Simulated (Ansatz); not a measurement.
**How the gradients follow the element M in PtSe2 and its analogues**

Method: Kohn–Sham DFT in Ansatz, PBE, plane waves and PAW, scalar-relativistic, 420 eV cutoff. The cells come from the COD and the Materials Project (computed, not necessarily observed phases), with the atoms as given or relaxed (PBE, cell held). Calculated pressures reach 3 GPa in size in them. Spin–orbit coupling is left out, which moves gradients at and beside heavy atoms (Pt) by some per cent and at some sites by far more. All compounds take space group P-3m1 with the same Wyckoff sites and nearly the same cell shape, and differ in the element M (Pt, Sn, Zr). Sites are named by their Wyckoff letter. V_zz in 10²¹ V/m².

Question: Rank the compounds by |V_zz| at Se on d, smallest first.
A. PtSe2 (MP; edges in Å 3.717, 5.820; 3 Pt at 2.52 Å)
B. ZrSe2 (MP, relaxed; edges in Å 3.811, 6.400; 3 Zr at 2.71 Å)
C. SnSe2 (COD, relaxed; edges in Å 3.811, 6.136; 3 Sn at 2.72 Å)

Answer: B (0.40), C (4.64), A (8.07).

In PtSe2, SnSe2, ZrSe2 small gradients can still move by 0.1 or more with the k-mesh.
